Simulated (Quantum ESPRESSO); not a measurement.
Wanted: the native input for a Quantum ESPRESSO 7.5 run.

```yaml
Task: work function
Functional: vdW-DF2
Potentials_or_basis: GBRV 1.5 PBE
Cutoff: 544 eV
Density_cutoff: 2721 eV
k_mesh: 11 × 11 × 1
Occupations: tetrahedra_opt
Spin: no spin polarisation
Boundary_across_the_vacuum: none
Real-space_augmentation_tqr: yes
Mixing_mode: local-TF
Mixing_beta: 0.3
Most_SCF_iterations: 150
SCF_threshold: 6e-09 Ry
```

TiS2, a slab with vacuum:

```
S Ti
1.0
     3.41200    0.00000    0.00000
    -1.70600    2.95488    0.00000
     0.00000    0.00000   23.54250
S Ti
4 2
Cartesian
  1.7060 0.9850 7.5000
  0.0000 1.9699 10.3475
  1.7060 0.9850 13.1950
  0.0000 1.9699 16.0425
  0.0000 0.0000 8.9238
  0.0000 0.0000 14.6187
```

These files were run (other wordings do the same):

pw.in

```
&CONTROL
  calculation = 'scf'
  prefix = 'pwscf'
  outdir = './tmp'
  pseudo_dir = './pseudo'
  tprnfor = .true.
  disk_io = 'low'
/
&SYSTEM
  ibrav = 0
  celldm(1) = 8
  nat = 6
  ntyp = 2
  ecutwfc = 40
  ecutrho = 200
  nbnd = 33
  input_dft = 'vdw-df2'
  occupations = 'tetrahedra_opt'
/
&ELECTRONS
  conv_thr = 6d-09
  electron_maxstep = 150
  mixing_beta = 0.3
  mixing_mode = 'local-TF'
  tqr = .true.
/
ATOMIC_SPECIES
S     32.0600 s_pbe_v1.4.uspp.F.UPF
Ti    47.8670 ti_pbe_v1.4.uspp.F.UPF
CELL_PARAMETERS alat
  0.8059683274103  -0.0000000000000   0.0000000000000
 -0.4029841637049   0.6979890461828   0.0000000000000
  0.0000000000000   0.0000000000000   5.5611096611253
ATOMIC_POSITIONS crystal
S      0.6666666667    0.3333333334    0.3185727939
Ti     0.0000000000    0.0000000000    0.3790485293
S      0.3333333333    0.6666666666    0.4395242646
S      0.6666666667    0.3333333334    0.5604757354
Ti     0.0000000000    0.0000000000    0.6209514707
S      0.3333333333    0.6666666666    0.6814272061
K_POINTS automatic
11 11 1 0 0 0
```

pp_density.in

```
&INPUTPP
  prefix = 'pwscf'
  outdir = './tmp'
  filplot = 'density.dat'
  plot_num = 0
/
&PLOT
  nfile = 1
  filepp(1) = 'density.dat'
  iflag = 3
  output_format = 6
  fileout = 'density.cube'
/
```

pp_potential.in

```
&INPUTPP
  prefix = 'pwscf'
  outdir = './tmp'
  filplot = 'potential.dat'
  plot_num = 11
/
&PLOT
  nfile = 1
  filepp(1) = 'potential.dat'
  iflag = 3
  output_format = 6
  fileout = 'potential.cube'
/
```

Potentials or basis: GBRV 1.5 PBE.

Run with:

```sh
$ OMP_NUM_THREADS=1 mpirun -n 2 pw.x -nk 2 -in pw.in > pw.out
$ OMP_NUM_THREADS=1 mpirun -n 1 pp.x -in pp_density.in > pp_density.out
$ OMP_NUM_THREADS=1 mpirun -n 1 pp.x -in pp_potential.in > pp_potential.out
```

It gave:

```json
{
 "Largest force": "0.463 eV/Å",
 "Band gap on the k mesh": "0.05 eV, indirect (least direct gap 0.40 eV)",
 "Ionisation potential of the upper face": "6.16 eV",
 "Electron affinity of the upper face": "6.11 eV"
}
```

Caveat: the potentials were made for another functional, which shifts forces and pressure; real space augmentation costs some meV and hundredths of eV per Å; ionisation potential and electron affinity come from Kohn-Sham levels, which understate the gap.

Wall time 3.2 min on 2 MPI ranks on Arm Neoverse V2, with other jobs on the host, peak memory 0.58 GiB a rank.
